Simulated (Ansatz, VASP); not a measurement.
## SnO2 in VASP and in Ansatz

```
Sn O
1.0
     4.82997    0.00000    0.00000
     0.00000    4.83056    0.00000
     0.00000    0.00000    3.26315
Sn O
2 4
Direct
  0.50000 0.50000 0.50000
  0.00000 0.00000 0.00000
  0.30598 0.29322 0.00000
  0.80598 0.20678 0.50000
  0.19402 0.79322 0.50000
  0.69402 0.70678 0.00000
```

Alike in both runs: task single point; functional LDA; k mesh 6 × 6 × 8; occupations gaussian, width 0.05 eV; no spin polarisation.

|  | VASP | Ansatz |
| --- | --- | --- |
| version | VASP 6.6.1 | Ansatz 0.2.0 |
| potentials or method | VASP PAW LDA potentials, release 64 (Sn_d, O) | scalar-relativistic, plane waves, PAW |
| plane-wave cutoff (eV) | 520 | 520 |
| valence electrons in the cell | 52 | 52 |

```csv
,VASP,Ansatz,Ansatz less VASP
gap on the k mesh at the Fermi level (eV),0.35,0.33,-0.024
least direct gap on the mesh (eV),0.35,0.33,-0.024
pressure (GPa),-12.3,-13.0,-0.77
largest component of the traceless stress (GPa),2.34,2.44,+0.102
rms of the force components (eV/Å),0.459,0.459,-0.0002
```

Atom by atom the forces differ by 0.001 eV/Å (rms over components).

Caveats: spin-orbit coupling is left out, which moves the levels of the heavy elements.
